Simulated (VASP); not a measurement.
**XPS shifts in CuC7**

Wanted: the chemical shifts that photoemission would resolve in CuC7.

Program: VASP 6.6.1. Level of theory: PBE, spin-polarised from a ferromagnetic start; plane waves and PAW (Cu, C), in the first sound run; inputs show where later runs differ. Results are calculated unless marked as measured.

### 1. The starting structure

The cell holds 8 atoms: 1 Cu and 7 C. Cell: a = 4.934 Å, b = 4.934 Å, c = 14.632 Å, α = 90.0°, β = 90.0°, γ = 120.0°. It derives from C. In the sheet, Cu replaces an atom. Regions: centre, 4 atoms (1 Cu and 3 C); next shell, 4 atoms (4 C). Vacuum lies along c.

As a file:

```xyz
8
Lattice="4.9340 0.0000 0.0000 -2.4670 4.2730 0.0000 0.0000 0.0000 14.6317" Properties=species:S:1:pos:R:3
Cu    2.4635    2.8296    7.6317
C     1.2242    3.5682    7.0330
C     1.2351    0.6982    7.0272
C     0.0000    1.4288    7.0235
C     0.0104    2.8285    7.0208
C     2.4679    1.4444    7.0202
C    -1.2469    3.5540    7.0128
C     3.6720    0.6928    7.0000
```

### 2. Relaxation

The atoms are relaxed first inside the given cell, which is kept (ISIF = 0), since core levels depend on the positions.

Contents of INCAR:

```
SYSTEM = CuC7
PREC = Normal
ENCUT = 400
EDIFF = 1E-05
NELM = 100
ISMEAR = 0
SIGMA = 0.1
LREAL = Auto
ALGO = Fast
GGA = PE
NBANDS = 33
ISPIN = 2
MAGMOM = 0.6 0.3 0.3 0 0.3 0.3 0.3 0.3
LASPH = .TRUE.
LMAXMIX = 4
LORBIT = 11
LWAVE = .FALSE.
LCHARG = .FALSE.
KPAR = 2
NCORE = 2
IBRION = 2
NSW = 50
ISIF = 0
EDIFFG = -0.05
```

Contents of POSCAR:

```
CuC7
1.0
    4.9340000000      0.0000000000      0.0000000000
   -2.4670000000      4.2729693423      0.0000000000
    0.0000000000      0.0000000000     14.6316949909
Cu C
1 7
Direct
    0.8303939790      0.6622173730      0.5215865280
    0.6656401230      0.8350528940      0.4806674370
    0.3320206300      0.1634003150      0.4802715780
    0.1671947710      0.3343820610      0.4800205280
    0.3330877530      0.6619478830      0.4798324320
    0.6692018830      0.3380380780      0.4797969700
    0.1631611050      0.8317372390      0.4792849590
    0.8252899480      0.1621398230      0.4784134720
```

Contents of KPOINTS:

```
Automatic mesh
0
Gamma
4 4 1
0 0 0
```

PAW data sets: Cu and C (PBE family, release 64).

Command:

```sh
$ mpirun -np 4 vasp_std
```

The program printed:

```text
[banner, memory and clock lines left out]
running    4 mpi-ranks, on    1 nodes
 distrk:  each k-point on    2 cores,    2 groups
 distr:  one band on    2 cores,    1 groups

 POSCAR found type information on POSCAR CuC
 POSCAR found :  2 types and       8 ions
|                                                                             |
|               ----> ADVICE to this user running VASP <----                  |
|                                                                             |
|     You have a (more or less) 'small supercell' and for smaller cells       |
|     it is recommended to use the reciprocal-space projection scheme!        |
|     The real-space optimization is not efficient for small cells and it     |
|     is also less accurate ...                                               |
|     Therefore, set LREAL=.FALSE. in the INCAR file.                         |
|                                                                             |

 LDA part: xc-table for (Slater+PW92), standard interpolation
 POSCAR, INCAR and KPOINTS ok, starting setup
 FFT: planning ... GRIDC
 FFT: planning ... GRID_SOFT
 FFT: planning ... GRID
 WAVECAR not read
 entering main loop
       N       E                     dE             d eps       ncg     rms          rms(c)
DAV:   1     0.318979113553E+03    0.31898E+03   -0.13055E+04  1320   0.776E+02
DAV:   2    -0.167713963157E+02   -0.33575E+03   -0.30663E+03  1762   0.232E+02
DAV:   3    -0.664233679427E+02   -0.49652E+02   -0.48798E+02  1712   0.102E+02
DAV:   4    -0.697400577250E+02   -0.33167E+01   -0.32978E+01  1952   0.345E+01
DAV:   5    -0.698375563757E+02   -0.97499E-01   -0.97287E-01  1792   0.409E+00    0.306E+01
RMM:   6    -0.750204911068E+02   -0.51829E+01   -0.17339E+02  1558   0.136E+02    0.236E+01
RMM:   7    -0.557075495719E+02    0.19313E+02   -0.59898E+01  1321   0.744E+01    0.761E+00
RMM:   8    -0.547387261208E+02    0.96882E+00   -0.15988E+01  1393   0.421E+01    0.676E+00
RMM:   9    -0.553664770090E+02   -0.62775E+00   -0.37055E+00  1430   0.141E+01    0.239E+00
RMM:  10    -0.563563051209E+02   -0.98983E+00   -0.13535E+00  1425   0.546E+00    0.208E+00
RMM:  11    -0.566576559257E+02   -0.30135E+00   -0.29670E-01  1423   0.285E+00    0.113E+00
RMM:  12    -0.567310020898E+02   -0.73346E-01   -0.15594E-01  1372   0.283E+00    0.326E-01
RMM:  13    -0.567446853594E+02   -0.13683E-01   -0.54996E-02  1460   0.109E+00    0.222E-01
RMM:  14    -0.567716353921E+02   -0.26950E-01   -0.17189E-02  1518   0.537E-01    0.140E-01
RMM:  15    -0.568142036570E+02   -0.42568E-01   -0.18100E-02  1372   0.555E-01    0.104E-01
RMM:  16    -0.568193134559E+02   -0.51098E-02   -0.63657E-03  1477   0.350E-01    0.605E-02
RMM:  17    -0.568208784939E+02   -0.15650E-02   -0.16573E-03  1443   0.200E-01    0.537E-02
RMM:  18    -0.568213660371E+02   -0.48754E-03   -0.64287E-04  1351   0.179E-01    0.375E-02
RMM:  19    -0.568218546259E+02   -0.48859E-03   -0.36779E-04  1433   0.868E-02    0.152E-02
RMM:  20    -0.568224312870E+02   -0.57666E-03   -0.89698E-05  1145   0.452E-02    0.828E-03
RMM:  21    -0.568229089546E+02   -0.47767E-03   -0.79167E-05  1107   0.355E-02    0.118E-02
RMM:  22    -0.568230377824E+02   -0.12883E-03   -0.25642E-05   994   0.248E-02    0.567E-03
RMM:  23    -0.568231523025E+02   -0.11452E-03   -0.20321E-05   991   0.190E-02    0.370E-03
RMM:  24    -0.568231640490E+02   -0.11747E-04   -0.48752E-06   940   0.146E-02    0.214E-03
RMM:  25    -0.568231709474E+02   -0.68984E-05   -0.25403E-06   908   0.128E-02
   1 F= -.56823171E+02 E0= -.56816726E+02  d E =-.568232E+02  mag=    -0.0003
 curvature:   0.00 expect dE= 0.000E+00 dE for cont linesearch  0.000E+00
 trial: gam= 0.00000 g(F)=  0.315E+02 g(S)=  0.000E+00 ort = 0.000E+00 (trialstep = 0.100E+01)
 search vector abs. value=  0.315E+02
 bond charge predicted
       N       E                     dE             d eps       ncg     rms          rms(c)
DAV:   1    -0.144454776771E+02    0.42378E+02   -0.38105E+03  1474   0.379E+02    0.215E+01
RMM:   2    -0.481608684359E+02   -0.33715E+02   -0.34592E+02  1715   0.106E+02    0.679E+00
RMM:   3    -0.522155839414E+02   -0.40547E+01   -0.45567E+01  1610   0.505E+01    0.647E+00
RMM:   4    -0.527655265819E+02   -0.54994E+00   -0.92200E+00  1694   0.150E+01    0.421E+00
RMM:   5    -0.526907925037E+02    0.74734E-01   -0.20780E+00  1606   0.723E+00    0.106E+00
RMM:   6    -0.527076343264E+02   -0.16842E-01   -0.38419E-01  1643   0.366E+00    0.607E-01
RMM:   7    -0.527183472493E+02   -0.10713E-01   -0.16858E-01  1706   0.168E+00    0.321E-01
RMM:   8    -0.527207678258E+02   -0.24206E-02   -0.26036E-02  1674   0.651E-01    0.205E-01
RMM:   9    -0.527218284659E+02   -0.10606E-02   -0.74989E-03  1676   0.355E-01    0.872E-02
RMM:  10    -0.527221023596E+02   -0.27389E-03   -0.19809E-03  1598   0.182E-01    0.392E-02
RMM:  11    -0.527227735494E+02   -0.67119E-03   -0.70546E-04  1585   0.117E-01    0.396E-02
RMM:  12    -0.527233294502E+02   -0.55590E-03   -0.32464E-04  1475   0.943E-02    0.340E-02
RMM:  13    -0.527236322130E+02   -0.30276E-03   -0.17248E-04  1327   0.751E-02    0.373E-02
RMM:  14    -0.527238152866E+02   -0.18307E-03   -0.10415E-04  1174   0.659E-02    0.382E-02
RMM:  15    -0.527238174954E+02   -0.22088E-05   -0.42344E-05  1091   0.318E-02
   2 F= -.52723817E+02 E0= -.52715266E+02  d E =0.409935E+01  mag=     0.1115
[... from here on, the cycles between the ionic steps are left out ...]
   3 F= -.56239044E+02 E0= -.56232372E+02  d E =0.584127E+00  mag=    -0.0000
   4 F= -.59021148E+02 E0= -.59014765E+02  d E =-.219798E+01  mag=     0.0000
   5 F= -.60487856E+02 E0= -.60481239E+02  d E =-.366469E+01  mag=    -0.0000
   6 F= -.60507310E+02 E0= -.60500711E+02  d E =-.368414E+01  mag=    -0.0001
   7 F= -.60511477E+02 E0= -.60504871E+02  d E =-.368831E+01  mag=    -0.0000
   8 F= -.60702045E+02 E0= -.60695638E+02  d E =-.190568E+00  mag=     0.0000
   9 F= -.60763196E+02 E0= -.60756713E+02  d E =-.251719E+00  mag=    -0.0000
  10 F= -.61039756E+02 E0= -.61033151E+02  d E =-.276560E+00  mag=     0.0000
  11 F= -.61217958E+02 E0= -.61211403E+02  d E =-.454762E+00  mag=    -0.0000
  12 F= -.61219130E+02 E0= -.61212593E+02  d E =-.455934E+00  mag=    -0.0000
  13 F= -.61268683E+02 E0= -.61262078E+02  d E =-.495533E-01  mag=     0.0000
  14 F= -.61268784E+02 E0= -.61262174E+02  d E =-.496543E-01  mag=     0.0000
  15 F= -.61303791E+02 E0= -.61297171E+02  d E =-.350067E-01  mag=     0.0000
  16 F= -.61311604E+02 E0= -.61305001E+02  d E =-.428205E-01  mag=     0.0000
  17 F= -.61326257E+02 E0= -.61319661E+02  d E =-.146525E-01  mag=     0.0000
  18 F= -.61326483E+02 E0= -.61319883E+02  d E =-.148785E-01  mag=     0.0000
  19 F= -.61332108E+02 E0= -.61325499E+02  d E =-.562487E-02  mag=    -0.0000
  20 F= -.61334101E+02 E0= -.61327488E+02  d E =-.761836E-02  mag=    -0.0000
  21 F= -.61334148E+02 E0= -.61327534E+02  d E =-.766530E-02  mag=    -0.0000
  22 F= -.61334638E+02 E0= -.61328020E+02  d E =-.489310E-03  mag=     0.0000
  23 F= -.61334950E+02 E0= -.61328333E+02  d E =-.802146E-03  mag=    -0.0000
 curvature:  -0.26 expect dE=-0.256E-03 dE for cont linesearch -0.145E-06
 trial: gam= 0.24575 g(F)=  0.973E-03 g(S)=  0.000E+00 ort =-0.582E-04 (trialstep = 0.554E+00)
 search vector abs. value=  0.132E-02
 bond charge predicted
       N       E                     dE             d eps       ncg     rms          rms(c)
DAV:   1    -0.613350270065E+02   -0.71499E-04   -0.43576E-02  1352   0.112E+00    0.441E-02
RMM:   2    -0.613350802458E+02   -0.53239E-04   -0.84405E-04  1530   0.215E-01    0.309E-02
RMM:   3    -0.613350822073E+02   -0.19616E-05   -0.18010E-04  1315   0.116E-01    0.257E-02
RMM:   4    -0.613350788115E+02    0.33958E-05   -0.72801E-05  1156   0.601E-02
  24 F= -.61335079E+02 E0= -.61328459E+02  d E =-.128431E-03  mag=    -0.0000
 trial-energy change:   -0.000128  1 .order   -0.000144   -0.000531    0.000244
 step:   0.3795(harm=  0.3795)  dis= 0.00128  next Energy=   -61.335132 (dE=-0.182E-03)
 reached required accuracy - stopping structural energy minimisation
```

Run time: 3.1 min. Hardware: 4 MPI ranks of Intel Xeon 6975P-C (Granite Rapids), shared host; peak memory 0.87 GiB.

The logs omit lines about the potential files and the build; timing stands in the text.

Parts of OUTCAR (step 2):

```text
ion  position               nearest neighbor table
   1  0.830  0.662  0.522-   6 1.51   7 1.55   2 1.56
   2  0.666  0.835  0.481-   8 1.40   5 1.42   1 1.56
   3  0.332  0.163  0.480-   7 1.42   4 1.43   6 1.44
   4  0.167  0.334  0.480-   5 1.40   3 1.43   8 1.46
   5  0.333  0.662  0.480-   4 1.40   2 1.42   7 1.45
   6  0.669  0.338  0.480-   8 1.42   3 1.44   1 1.51
   7  0.163  0.832  0.479-   3 1.42   5 1.45   1 1.55
   8  0.825  0.162  0.478-   2 1.40   6 1.42   4 1.46

  LATTYP: Found a hexagonal cell.
 ALAT       =     4.9340000000
 C/A-ratio  =     2.9654833788

 Subroutine GETGRP returns: Found  1 space group operations
 (whereof  1 operations were pure point group operations)

The static configuration has the point symmetry C_1 .

 Found     10 irreducible k-points:

   k-points           NKPTS =     10   k-points in BZ     NKDIM =     10   number of bands    NBANDS=     33

   dimension x,y,z NGX =    24 NGY =   24 NGZ =   72
   dimension x,y,z NGXF=    48 NGYF=   48 NGZF=  144

   ENCUT  =  400.0 eV  29.40 Ry    5.42 a.u.   8.05  8.05 23.86*2*pi/ulx,y,z

   NELECT =      39.0000    total number of electrons

 k-points in reciprocal lattice and weights: Automatic mesh
   0.00000000  0.00000000  0.00000000       0.062
   0.25000000  0.00000000  0.00000000       0.125
   0.00000000  0.25000000  0.00000000       0.125
  -0.25000000  0.25000000  0.00000000       0.125
   0.50000000  0.00000000  0.00000000       0.062
   0.00000000  0.50000000  0.00000000       0.062
   0.50000000  0.50000000  0.00000000       0.062
   0.25000000  0.25000000  0.00000000       0.125
  -0.25000000  0.50000000  0.00000000       0.125
   0.50000000  0.25000000  0.00000000       0.125

 average (electrostatic) potential at core
       1 -74.0237       2 -57.3119       3 -57.4682       4 -56.8203       5 -57.4700
       6 -57.3123       7 -57.3135       8 -57.4683

 E-fermi :  -1.7513

 spin component 1
 k-point     1 :       0.0000    0.0000    0.0000
  band No.  band energies     occupation
    ...
     15      -5.2538      1.00000
     16      -5.2209      1.00000
     17      -3.6228      1.00000
     18      -3.6198      1.00000
     19      -2.6270      1.00000
     20      -0.9123      0.00000
     21      -0.5458      0.00000
     22      -0.5252      0.00000
     23       0.5058      0.00000
     24       0.5270      0.00000
    ...

 k-point     2 :       0.2500    0.0000    0.0000
  band No.  band energies     occupation
    ...
     15      -5.2740      1.00000
     16      -5.2385      1.00000
     17      -4.6000      1.00000
     18      -3.9485      1.00000
     19      -2.6259      1.00000
     20      -1.0079      0.00000
     21      -0.3767      0.00000
     22      -0.3691      0.00000
     23       0.6725      0.00000
     24       1.2559      0.00000
    ...

 k-point     3 :       0.0000    0.2500    0.0000
  band No.  band energies     occupation
    ...
     15      -5.2735      1.00000
     16      -5.2396      1.00000
     17      -4.5991      1.00000
     18      -3.9521      1.00000
     19      -2.6252      1.00000
     20      -1.0099      0.00000
     21      -0.3756      0.00000
     22      -0.3697      0.00000
     23       0.6794      0.00000
     24       1.2519      0.00000
    ...

 k-point     4 :      -0.2500    0.2500    0.0000
  band No.  band energies     occupation
    ...
     15      -5.2733      1.00000
     16      -5.2392      1.00000
     17      -4.6022      1.00000
     18      -3.9443      1.00000
     19      -2.6298      1.00000
     20      -1.0091      0.00000
     21      -0.3744      0.00000
     22      -0.3608      0.00000
     23       0.6657      0.00000
     24       1.2609      0.00000
    ...

 k-point     5 :       0.5000    0.0000    0.0000
  band No.  band energies     occupation
    ...
     16      -5.2561      1.00000
     17      -4.8019      1.00000
     18      -4.2256      1.00000
     19      -2.6058      1.00000
     20      -2.2874      1.00000
     21      -0.5154      0.00000
     22       0.3017      0.00000
     23       1.1733      0.00000
     24       2.1127      0.00000
     25       3.2934      0.00000
    ...

 k-point     6 :       0.0000    0.5000    0.0000
  band No.  band energies     occupation
    ...
     16      -5.2578      1.00000
     17      -4.8024      1.00000
     18      -4.2306      1.00000
     19      -2.6042      1.00000
     20      -2.2891      1.00000
     21      -0.5140      0.00000
     22       0.3041      0.00000
     23       1.1780      0.00000
     24       2.1088      0.00000
     25       3.2924      0.00000
    ...

  energy-cutoff  :      400.00
  volume of cell :      308.48
      direct lattice vectors                 reciprocal lattice vectors
     4.934000000  0.000000000  0.000000000     0.202675314  0.117014647  0.000000000
    -2.467000000  4.272969342  0.000000000     0.000000000  0.234029294  0.000000000
     0.000000000  0.000000000 14.631694991     0.000000000  0.000000000  0.068344782

 POSITION                                       TOTAL-FORCE (eV/Angst)
 -----------------------------------------------------------------------------------
      2.46436      2.84001      8.15422        -0.009310      0.016679     -0.024837
      1.15150      3.59973      7.03169         0.009734     -0.035944     -0.004421
      1.21298      0.71522      6.89398         0.001760      0.002138      0.012022
     -0.00554      1.41885      6.84625        -0.015611     -0.019481      0.011982
     -0.00552      2.82535      6.89925         0.010590      0.044195     -0.009000
      2.46134      1.33053      7.02169        -0.002742      0.020586      0.009605
     -1.16239      3.60000      7.02464        -0.013411     -0.031984      0.006044
      3.70948      0.71483      6.89742         0.018989      0.003811     -0.001394
 -----------------------------------------------------------------------------------
    total drift:                                0.000861      0.002276     -0.009127

  FREE ENERGIE OF THE ION-ELECTRON SYSTEM (eV)
  ---------------------------------------------------
  free  energy   TOTEN  =       -61.3350788115 eV

  energy  without entropy=      -61.3218388055  energy(sigma->0) =      -61.32845881

 reached required accuracy - stopping structural energy minimisation

 total charge
# of ion       s       p       d       tot
------------------------------------------
    1        0.537   0.441   9.200  10.178
    2        0.899   1.662   0.000   2.561
    3        0.880   1.798   0.000   2.677
    4        0.867   1.843   0.000   2.710
    5        0.880   1.797   0.000   2.676
    6        0.899   1.663   0.000   2.562
    7        0.899   1.663   0.000   2.562
    8        0.880   1.797   0.000   2.677
--------------------------------------------------
tot          6.739  12.663   9.200  28.603

 magnetization (x)
# of ion       s       p       d       tot
------------------------------------------
    1        0.000   0.000  -0.000  -0.000
    2       -0.000  -0.000   0.000  -0.000
    3       -0.000   0.000   0.000   0.000
    4       -0.000   0.000   0.000   0.000
    5       -0.000   0.000   0.000   0.000
    6        0.000   0.000   0.000   0.000
    7       -0.000  -0.000   0.000  -0.000
    8       -0.000   0.000   0.000   0.000
--------------------------------------------------
tot         -0.000   0.000  -0.000  -0.000

[... 1 further part left out ...]
```

CONTCAR:

```
CuC7
   1.00000000000000
     4.9340000000000002    0.0000000000000000    0.0000000000000000
    -2.4670000000000001    4.2729693422999997    0.0000000000000000
     0.0000000000000000    0.0000000000000000   14.6316949908999998
  Cu              C
     1     7
Direct
     0.8317882685825729    0.6646453869355258    0.5572982531441710
     0.6546023772822284    0.8424431125251653    0.4805790685313783
     0.3295314408164811    0.1673812620898981    0.4711672438382387
     0.1649037598079585    0.3320532594753138    0.4679052048377763
     0.3294890891534053    0.6612145920474873    0.4715279571964323
     0.6545442571477829    0.3113818397183774    0.4798961594264312
     0.1856655638817108    0.8425046909632379    0.4800971462902111
     0.8354654353278622    0.1672915222449841    0.4714028707353617
```

Step by step (22 of 24):

```
step  energy less that of the first step (eV)  largest force (eV/Å)
   1                                   0.0000               14.5546
   2                                   4.0994               14.8641
   3                                   0.5841                8.4448
   4                                  -2.1980                6.8736
   5                                  -3.6647                3.2239
   6                                  -3.6841                2.4926
   8                                  -3.8789                4.8446
   9                                  -3.9400                2.7667
  10                                  -4.2166                1.5680
  11                                  -4.3948                1.4569
  12                                  -4.3960                1.5117
  13                                  -4.4455                1.1911
  14                                  -4.4456                1.1549
  15                                  -4.4806                0.6103
  16                                  -4.4884                0.6414
  17                                  -4.5031                0.3138
  19                                  -4.5089                0.1456
  20                                  -4.5109                0.1469
  21                                  -4.5110                0.1544
  22                                  -4.5115                0.2003
  23                                  -4.5118                0.0739
  24                                  -4.5119                0.0463
```

The atoms that moved most (Å):

```
atom      dx      dy      dz  length
 Cu1   0.001   0.010   0.523   0.523
  C4  -0.006  -0.010  -0.177   0.178
  C3  -0.022   0.017  -0.133   0.136
  C5  -0.016  -0.003  -0.122   0.123
  C6  -0.007  -0.114   0.001   0.114
  C8   0.037   0.022  -0.103   0.111
  C7   0.084   0.046   0.012   0.097
  C2  -0.073   0.032  -0.001   0.079
```

The relaxed structure:

```xyz
8
Lattice="4.9340 0.0000 0.0000 -2.4670 4.2730 0.0000 0.0000 0.0000 14.6317" Properties=species:S:1:pos:R:3
Cu    2.4644    2.8400    8.1542
C     1.1515    3.5997    7.0317
C     1.2130    0.7152    6.8940
C    -0.0055    1.4189    6.8462
C    -0.0055    2.8253    6.8993
C     2.4613    1.3305    7.0217
C    -1.1624    3.6000    7.0246
C     3.7095    0.7148    6.8974
```

This step gave:

```
free energy (TOTEN)     : -61.3351 eV
energy at zero smearing : -61.3285 eV
Fermi energy            : -1.751 eV
```

The spin moment in the PAW sphere vanishes on all atoms.

At PBE, with these data sets, the largest force is down to 0.046 eV/Å.

(Continued in part 2 of 3.)

[Lines on the potential files, build, host, timing and source positions are cut from VASP's logs without a mark.]

[Logs are printed without paths, hosts, clocks, repeated set-up lines and the standing remarks that a program may print on its own settings, such as how far it seeks lower states.]

[Hosts, paths, dates, database ids (printed as entryN), source tags and the programs' standing remarks are cut or masked in the printed files.]
